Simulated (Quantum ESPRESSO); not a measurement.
# CuO (P6_3/mmc) in Quantum ESPRESSO: equation of state

How stiff is CuO in PBE, and what volume does it want? The cell is scaled to several volumes.

Everything below comes from runs of Quantum ESPRESSO 7.5. Logs are shortened: lines on timing, memory, paths and dates and some standing lists are left out, and cuts for length are marked.

### 1 The structure

Symmetry: P6_3/mmc, No. 194, hexagonal system. Conventional cell: a = 3.180 Å, b = 3.180 Å, c = 4.431 Å, α = 90.00°, β = 90.00°, γ = 120.00°. Cu (site symmetry -3m) has 6 O at 2.14 Å and 2 Cu at 2.22 Å as nearest neighbours. O (site symmetry -6m2) is surrounded by 6 Cu at 2.14 Å.

Measurements of this composition are mostly on another form, of space group No. 15.

### 2 Single point, PBE, 9.12 Å³/atom

pw.in reads:

```
&CONTROL
  calculation = 'scf'
  prefix = 'pwscf'
  outdir = './tmp'
  pseudo_dir = './pseudo'
  tprnfor = .true.
  tstress = .true.
  disk_io = 'nowf'
/
&SYSTEM
  ibrav = 0
  nat = 4
  ntyp = 2
  ecutwfc = 55
  ecutrho = 440
  nbnd = 25
  occupations = 'smearing'
  smearing = 'fd'
  degauss = 0.00367493
/
&ELECTRONS
  conv_thr = 8d-10
  electron_maxstep = 120
  mixing_beta = 0.5
/
ATOMIC_SPECIES
Cu    63.5460 Cu.paw.z_11.ld1.psl.v1.0.0-low.upf
O     15.9990 O.pbe-n-kjpaw_psl.0.1.UPF
CELL_PARAMETERS angstrom
   3.1146264570    0.0000000000    0.0000000000
  -1.5573132285    2.6973456382    0.0000000000
   0.0000000000    0.0000000000    4.3410267600
ATOMIC_POSITIONS crystal
Cu     0.0000000000    0.0000000000    0.0000000000
Cu     0.0000000000    0.0000000000    0.5000000000
O      0.3333333333    0.6666666667    0.2500000000
O      0.6666666667    0.3333333333    0.7500000000
K_POINTS automatic
10 10 6 0 0 0
```

Potentials or basis: SSSP 1.3 efficiency PBE.

Command:

```
$ OMP_NUM_THREADS=1 pw.x -in pw.in > pw.out
```

pw.out:

```text
This program is part of the open-source Quantum ESPRESSO suite
     for quantum simulation of materials; please cite
         "P. Giannozzi et al., J. Phys.:Condens. Matter 21 395502 (2009);
         "P. Giannozzi et al., J. Phys.:Condens. Matter 29 465901 (2017);
         "P. Giannozzi et al., J. Chem. Phys. 152 154105 (2020);
     in publications or presentations arising from this work. More details at

     file Cu.paw.z_11.ld1.psl.v1.0.0-low.upf: wavefunction(s)  4S 3D renormalized
     file O.pbe-n-kjpaw_psl.0.1.UPF: wavefunction(s)  2P renormalized
     Message from routine setup:
     using ibrav=0 with symmetry is DISCOURAGED, use correct ibrav instead

     G-vector sticks info
     --------------------
     sticks:   dense  smooth     PW     G-vecs:    dense   smooth      PW
     Sum        1045     517    163                38359    13527    2283

     Using Slab Decomposition

     bravais-lattice index     =            0
     lattice parameter (alat)  =       5.8858  a.u.
     unit-cell volume          =     246.1113 (a.u.)^3
     number of atoms/cell      =            4
     number of atomic types    =            2
     number of electrons       =        34.00
     number of Kohn-Sham states=           25
     kinetic-energy cutoff     =      55.0000  Ry
     charge density cutoff     =     440.0000  Ry
     scf convergence threshold =      8.0E-10
     mixing beta               =       0.5000
     number of iterations used =            8  plain     mixing
     Exchange-correlation= SLA  PW   PBX  PBC
                           (   1   4   3   4   0   0   0)

     celldm(1)=   5.885791  celldm(2)=   0.000000  celldm(3)=   0.000000
     celldm(4)=   0.000000  celldm(5)=   0.000000  celldm(6)=   0.000000

     crystal axes: (cart. coord. in units of alat)
               a(1) = (   1.000000   0.000000   0.000000 )
               a(2) = (  -0.500000   0.866025   0.000000 )
               a(3) = (   0.000000   0.000000   1.393755 )

     reciprocal axes: (cart. coord. in units 2 pi/alat)
               b(1) = (  1.000000  0.577350 -0.000000 )
               b(2) = (  0.000000  1.154701  0.000000 )
               b(3) = (  0.000000 -0.000000  0.717486 )

     PseudoPot. # 1 for Cu read from file:
     Cu.paw.z_11.ld1.psl.v1.0.0-low.upf
     Pseudo is Projector augmented-wave + core cor, Zval = 11.0
     Generated using &quot;atomic&quot; code by A. Dal Corso  v.6.3MaX
     Shape of augmentation charge: PSQ
     Using radial grid of 1199 points,  6 beta functions with:
                l(1) =   0
                l(2) =   0
                l(3) =   1
                l(4) =   1
                l(5) =   2
                l(6) =   2
     Q(r) pseudized with 0 coefficients

     PseudoPot. # 2 for O  read from file:
     O.pbe-n-kjpaw_psl.0.1.UPF
     Pseudo is Projector augmented-wave + core cor, Zval =  6.0
     Generated using "atomic" code by A. Dal Corso  v.5.0.99 svn rev. 10869
     Shape of augmentation charge: BESSEL
     Using radial grid of 1095 points,  4 beta functions with:
                l(1) =   0
                l(2) =   0
                l(3) =   1
                l(4) =   1
     Q(r) pseudized with 0 coefficients

     atomic species   valence    mass     pseudopotential
     Cu               11.00    63.54600     Cu( 1.00)
     O                 6.00    15.99900     O ( 1.00)

     24 Sym. Ops., with inversion, found (12 have fractional translation)

   Cartesian axes

     site n.     atom                  positions (alat units)
         1        Cu     tau(   1) = (   0.0000000   0.0000000   0.0000000  )
         2        Cu     tau(   2) = (   0.0000000   0.0000000   0.6968776  )
         3        O      tau(   3) = (  -0.0000000   0.5773503   0.3484388  )
         4        O      tau(   4) = (   0.5000000   0.2886751   1.0453164  )

     number of k points=    56  Fermi-Dirac smearing, width (Ry)=  0.0037
                       cart. coord. in units 2pi/alat
        k(    1) = (   0.0000000   0.0000000   0.0000000), wk =   0.0033333
        k(    2) = (   0.0000000   0.0000000   0.1195810), wk =   0.0066667
        k(    3) = (   0.0000000   0.0000000   0.2391620), wk =   0.0066667
        k(    4) = (   0.0000000   0.0000000  -0.3587431), wk =   0.0033333
        k(    5) = (   0.0000000   0.1154701   0.0000000), wk =   0.0200000
        k(    6) = (   0.0000000   0.1154701   0.1195810), wk =   0.0400000
[... 48 lines left out ...]
        k(   55) = (   0.3000000   0.5196152   0.2391620), wk =   0.0400000
        k(   56) = (   0.3000000   0.5196152  -0.3587431), wk =   0.0200000

     Dense  grid:    38359 G-vectors     FFT dimensions: (  40,  40,  60)

     Smooth grid:    13527 G-vectors     FFT dimensions: (  27,  27,  40)

     Initial potential from superposition of free atoms

     starting charge      33.9995, renormalised to      34.0000
     Starting wfcs are   26 randomized atomic wfcs

     Self-consistent Calculation

[... 96 lines left out ...]
    25.5646

          k = 0.0000 0.1155 0.0000 (  1676 PWs)   bands (ev):
[... 90 lines left out ...]
          k = 0.0000 0.4619 0.1196 (  1708 PWs)   bands (ev):

    -7.5479  -7.0623   3.7658   5.1689   5.6009   6.4622   6.6719   6.7217
     7.2269   8.8539   8.8775   9.2403   9.3249   9.5938   9.7743   9.9720
    11.3903  11.5375  17.2108  18.4688  20.7648  22.5182  23.5374  24.8491
    25.6079

          k = 0.0000 0.4619 0.2392 (  1700 PWs)   bands (ev):

    -7.4394  -7.1581   3.8814   4.5725   5.8112   6.4522   6.6694   6.8951
     7.7667   8.9009   8.9053   9.1687   9.1689   9.5064   9.9738  10.1637
    11.0488  11.1650  17.1069  17.8681  21.0902  22.5096  24.5593  25.5473
    25.8512

          k = 0.0000 0.4619-0.3587 (  1698 PWs)   bands (ev):

    -7.2956  -7.2956   4.1356   4.1356   6.1173   6.1173   6.8714   6.8714
     8.4125   8.4125   9.0258   9.0258   9.2525   9.2525  10.4977  10.4977
    10.6688  10.6688  17.3610  17.3610  21.7875  21.7875  25.5260  26.1050
    26.1062

          k = 0.0000-0.5774 0.0000 (  1686 PWs)   bands (ev):

    -7.3696  -7.1409   3.4337   5.5209   5.9264   6.1610   6.6966   6.8213
     6.8380   8.8160   8.8368   9.2479   9.2768   9.4247   9.6440   9.9087
    11.5929  11.7111  18.0142  18.3669  21.3471  21.4469  22.8588  24.6261
    25.2241

          k = 0.0000-0.5774 0.1196 (  1698 PWs)   bands (ev):

    -7.3495  -7.1508   3.4901   5.2800   5.5928   6.5545   6.6370   6.7063
     7.2004   8.8652   8.8700   9.2661   9.3594   9.4694   9.7417   9.7574
    11.4963  11.5542  17.6169  18.2227  20.7766  22.8588  23.1254  24.5332
    25.3828

          k = 0.0000-0.5774 0.2392 (  1704 PWs)   bands (ev):

    -7.2977  -7.1821   3.6705   4.5659   5.7959   6.4263   6.6242   6.8843
     7.7524   8.9622   8.9957   9.0594   9.2124   9.4172   9.9859  10.0924
    11.1422  11.1881  17.2015  17.8281  21.0634  22.4939  24.7793  25.0182
    25.7600

          k = 0.0000-0.5774-0.3587 (  1704 PWs)   bands (ev):

    -7.2348  -7.2348   4.0169   4.0169   6.0938   6.0938   6.8194   6.8194
     8.4139   8.4139   9.0900   9.0900   9.1804   9.1804  10.6074  10.6074
    10.6388  10.6388  17.3609  17.3609  21.7429  21.7429  25.4387  26.1492
    26.1494

          k = 0.1000 0.1732 0.0000 (  1689 PWs)   bands (ev):

    -8.3823  -6.8678   4.4887   5.4070   5.4516   5.9707   7.0728   7.2415
     7.8257   8.6294   8.9200   8.9586   9.4982   9.6598  10.4804  10.9565
    11.1682  11.5267  14.4251  17.6062  22.0362  22.8072  24.2823  26.0271
    27.6917

          k = 0.1000 0.1732 0.1196 (  1682 PWs)   bands (ev):

    -8.2929  -6.9843   4.5286   5.5011   5.7052   5.9922   6.9641   7.0040
     7.9866   8.4969   8.8885   9.1953   9.4302   9.8919  10.1160  10.6042
    11.1094  11.5251  14.7950  17.5210  22.2143  22.9145  24.4805  25.6240
    27.2393

          k = 0.1000 0.1732 0.2392 (  1684 PWs)   bands (ev):

    -8.0414  -7.2893   4.7318   5.6172   5.8601   6.2925   6.7033   6.9323
     8.2600   8.3914   8.9282   9.0135   9.2706   9.8020   9.9120  10.4680
    10.8484  11.3529  15.6111  17.1533  22.7344  23.4653  24.8667  25.0818
    26.2265

          k = 0.1000 0.1732-0.3587 (  1698 PWs)   bands (ev):

    -7.6786  -7.6786   5.1382   5.1382   6.2414   6.2414   6.8575   6.8575
     8.5741   8.5741   8.7152   8.7152   9.1562   9.1562  10.4021  10.4021
    10.9828  10.9828  16.4717  16.4717  23.4647  23.4647  25.1625  25.1625
    26.1418
[... 176 lines left out ...]
          k = 0.3000 0.5196 0.1196 (  1704 PWs)   bands (ev):

    -7.2499  -7.1211   3.9716   4.8430   4.9063   6.3865   6.5145   6.8166
     7.6188   8.8589   8.8928   9.3774   9.4445   9.6545   9.8101  10.0303
    10.6826  11.0990  18.7639  19.6751  20.5052  21.6168  23.2102  23.9111
    24.1975

          k = 0.3000 0.5196 0.2392 (  1695 PWs)   bands (ev):

    -7.2146  -7.1400   4.3389   4.6561   4.9309   6.0581   6.5751   6.6786
     8.0161   8.8246   8.8619   9.2466   9.2640   9.3685   9.5712   9.8111
    11.2824  11.5599  18.6821  18.9334  20.7997  21.8362  22.7921  23.4026
    25.8070

          k = 0.3000 0.5196-0.3587 (  1688 PWs)   bands (ev):

    -7.1733  -7.1733   4.5223   4.5223   5.4078   5.4078   6.6424   6.6424
     8.5776   8.5776   8.8300   8.8300   9.3037   9.3037   9.6266   9.6266
    11.6496  11.6496  18.6783  18.6783  21.4099  21.4099  22.7068  22.7068
    28.6883

     the Fermi energy is    11.1992 ev

!    total energy              =    -509.27380492 Ry
     total all-electron energy =     -6920.727122 Ry
     estimated scf accuracy    <          4.8E-10 Ry
     smearing contrib. (-TS)   =      -0.00189437 Ry
     internal energy E=F+TS    =    -509.27191055 Ry

     The total energy is F=E-TS. E is the sum of the following terms:
     one-electron contribution =     -68.37258264 Ry
     hartree contribution      =      76.69673558 Ry
     xc contribution           =    -104.16007506 Ry
     ewald contribution        =    -214.68983947 Ry
     one-center paw contrib.   =    -198.74614896 Ry

     convergence has been achieved in  10 iterations

     Forces acting on atoms (cartesian axes, Ry/au):

     atom    1 type  1   force =     0.00000000    0.00000000    0.00000000
     atom    2 type  1   force =    -0.00000000    0.00000000    0.00000000
     atom    3 type  2   force =     0.00000000    0.00000000    0.00000000
     atom    4 type  2   force =    -0.00000000    0.00000000    0.00000000

     Total force =     0.000000     Total SCF correction =     0.000000

     Computing stress (Cartesian axis) and pressure

          total   stress  (Ry/bohr**3)                   (kbar)     P=      197.40
   0.00008226  -0.00000000   0.00000000           12.10       -0.00        0.00
  -0.00000000   0.00008226   0.00000000           -0.00       12.10        0.00
   0.00000000   0.00000000   0.00386116            0.00        0.00      568.00

=------------------------------------------------------------------------------=
   JOB DONE.
=------------------------------------------------------------------------------=
```

Run time: 54 s. Hardware: 1 thread of Intel Xeon at 2.70GHz, shared host; peak memory 0.22 GiB.

Results:

```
Free energy            : -6929.0231 eV
Pressure               : 19.7 GPa
Band gap on the k mesh : none (metal or under the smearing width)
```

Caveat: the run has no spin polarisation, though such a crystal can be magnetic; semilocal functionals often make such compounds metallic where correlation or magnetic order opens a gap, which also shifts bond lengths.

### 3 Single point, PBE, 9.31 Å³/atom

Changes to pw.in since step 2:

```diff
@@ -29,5 +29,5 @@
 CELL_PARAMETERS angstrom
-   3.1146264570    0.0000000000    0.0000000000
-  -1.5573132285    2.6973456382    0.0000000000
-   0.0000000000    0.0000000000    4.3410267600
+   3.1365611688    0.0000000000    0.0000000000
+  -1.5682805844    2.7163416559    0.0000000000
+   0.0000000000    0.0000000000    4.3715983782
 ATOMIC_POSITIONS crystal
```

Potentials or basis: SSSP 1.3 efficiency PBE.

Command:

```
$ OMP_NUM_THREADS=1 pw.x -in pw.in > pw.out
```

It took 46 s on 1 thread of Intel Xeon at 2.70GHz, shared host; peak memory 0.22 GiB.

Results (log left out):

* Free energy: -6929.1084 eV
* Pressure: 14.6 GPa
* Band gap on the k mesh: none (metal or under the smearing width)

Caveat: the run has no spin polarisation, though such a crystal can be magnetic; semilocal functionals often make such compounds metallic where correlation or magnetic order opens a gap, which also shifts bond lengths.

### 4 Single point, PBE, 9.51 Å³/atom

Changes to pw.in since step 3:

```diff
@@ -29,5 +29,5 @@
 CELL_PARAMETERS angstrom
-   3.1365611688    0.0000000000    0.0000000000
-  -1.5682805844    2.7163416559    0.0000000000
-   0.0000000000    0.0000000000    4.3715983782
+   3.1581933087    0.0000000000    0.0000000000
+  -1.5790966543    2.7350756386    0.0000000000
+   0.0000000000    0.0000000000    4.4017482853
 ATOMIC_POSITIONS crystal
```

Command:

```
$ OMP_NUM_THREADS=1 pw.x -in pw.in > pw.out
```

It took 44 s on 1 thread of Intel Xeon at 2.70GHz, shared host; peak memory 0.23 GiB.

The run converged. Its results:

* Free energy: -6929.1702 eV
* Pressure: 10.0 GPa
* Band gap on the k mesh: none (metal or under the smearing width)

Caveat: the run has no spin polarisation, though such a crystal can be magnetic; semilocal functionals often make such compounds metallic where correlation or magnetic order opens a gap, which also shifts bond lengths.

### 5 Single point, PBE, 9.70 Å³/atom

Changes to pw.in since step 4:

```diff
@@ -29,5 +29,5 @@
 CELL_PARAMETERS angstrom
-   3.1581933087    0.0000000000    0.0000000000
-  -1.5790966543    2.7350756386    0.0000000000
-   0.0000000000    0.0000000000    4.4017482853
+   3.1795331000    0.0000000000    0.0000000000
+  -1.5897665500    2.7535564400    0.0000000000
+   0.0000000000    0.0000000000    4.4314907300
 ATOMIC_POSITIONS crystal
```

Command:

```
$ OMP_NUM_THREADS=1 pw.x -in pw.in > pw.out
```

Wall time 44 s (1 thread of Intel Xeon at 2.70GHz, shared host); peak memory 0.24 GiB.

The run converged. Its results:

```
Free energy            : -6929.2109 eV
Pressure               : 5.9 GPa
Band gap on the k mesh : none (metal or under the smearing width)
```

Caveat: the run has no spin polarisation, though such a crystal can be magnetic; semilocal functionals often make such compounds metallic where correlation or magnetic order opens a gap, which also shifts bond lengths.

### 6 Single point, PBE, 9.89 Å³/atom

Changes to pw.in since step 5:

```diff
@@ -29,5 +29,5 @@
 CELL_PARAMETERS angstrom
-   3.1795331000    0.0000000000    0.0000000000
-  -1.5897665500    2.7535564400    0.0000000000
-   0.0000000000    0.0000000000    4.4314907300
+   3.2005902243    0.0000000000    0.0000000000
+  -1.6002951121    2.7717924446    0.0000000000
+   0.0000000000    0.0000000000    4.4608392060
 ATOMIC_POSITIONS crystal
```

Potentials or basis: SSSP 1.3 efficiency PBE.

Command:

```
$ OMP_NUM_THREADS=1 pw.x -in pw.in > pw.out
```

Wall time 57 s (1 thread of Intel Xeon at 2.70GHz, shared host); peak memory 0.24 GiB.

It converged, with:

| Property | Result |
| --- | --- |
| Free energy | -6929.2327 eV |
| Pressure | 2.2 GPa |
| Band gap on the k mesh | none (metal or under the smearing width) |

Caveat: the run has no spin polarisation, though such a crystal can be magnetic; semilocal functionals often make such compounds metallic where correlation or magnetic order opens a gap, which also shifts bond lengths.

### 7 Single point, PBE, 10.09 Å³/atom

Changes to pw.in since step 6:

```diff
@@ -29,5 +29,5 @@
 CELL_PARAMETERS angstrom
-   3.2005902243    0.0000000000    0.0000000000
-  -1.6002951121    2.7717924446    0.0000000000
-   0.0000000000    0.0000000000    4.4608392060
+   3.2213738600    0.0000000000    0.0000000000
+  -1.6106869300    2.7897916011    0.0000000000
+   0.0000000000    0.0000000000    4.4898065060
 ATOMIC_POSITIONS crystal
```

Command:

```
$ OMP_NUM_THREADS=1 pw.x -in pw.in > pw.out
```

It took 58 s on 1 thread of Intel Xeon at 2.70GHz, shared host; peak memory 0.24 GiB.

The run converged. Its results:

```
Free energy            : -6929.2377 eV
Pressure               : -1.0 GPa
Band gap on the k mesh : none (metal or under the smearing width)
```

Caveat: the run has no spin polarisation, though such a crystal can be magnetic; semilocal functionals often make such compounds metallic where correlation or magnetic order opens a gap, which also shifts bond lengths.

### 8 Single point, PBE, 10.28 Å³/atom

Changes to pw.in since step 7:

```diff
@@ -29,5 +29,5 @@
 CELL_PARAMETERS angstrom
-   3.2213738600    0.0000000000    0.0000000000
-  -1.6106869300    2.7897916011    0.0000000000
-   0.0000000000    0.0000000000    4.4898065060
+   3.2418927181    0.0000000000    0.0000000000
+  -1.6209463590    2.8075614535    0.0000000000
+   0.0000000000    0.0000000000    4.5184047708
 ATOMIC_POSITIONS crystal
```

Command:

```
$ OMP_NUM_THREADS=1 pw.x -in pw.in > pw.out
```

Wall time 57 s (1 thread of Intel Xeon at 2.70GHz, shared host); peak memory 0.24 GiB.

Results (log left out):

* Free energy: -6929.2276 eV
* Pressure: -4.0 GPa
* Band gap on the k mesh: none (metal or under the smearing width)

Caveat: the run has no spin polarisation, though such a crystal can be magnetic; semilocal functionals often make such compounds metallic where correlation or magnetic order opens a gap, which also shifts bond lengths.

### 9 Equation of state, PBE

Potentials or basis: SSSP 1.3 efficiency PBE.

This step only gathers the single runs of the series.

What came out:

| Item | Value |
| --- | --- |
| Equilibrium volume | 10.05 Å³/atom |
| Bulk modulus at fixed shape and positions | 164 GPa |
| Pressure derivative of the bulk modulus | 4.8 |

Energy against volume, from the lowest point:
| volume (Å³/atom) | energy (meV/atom) |
| --- | --- |
| 9.117 | 53.65 |
| 9.311 | 32.32 |
| 9.505 | 16.87 |
| 9.699 | 6.70 |
| 9.893 | 1.24 |
| 10.087 | 0.00 |
| 10.281 | 2.52 |

Caveat: the cell was scaled at fixed shape and fractional positions, which overstates the stiffness of a crystal with free parameters, most of all of layers and chains; the run has no spin polarisation, though such a crystal can be magnetic.
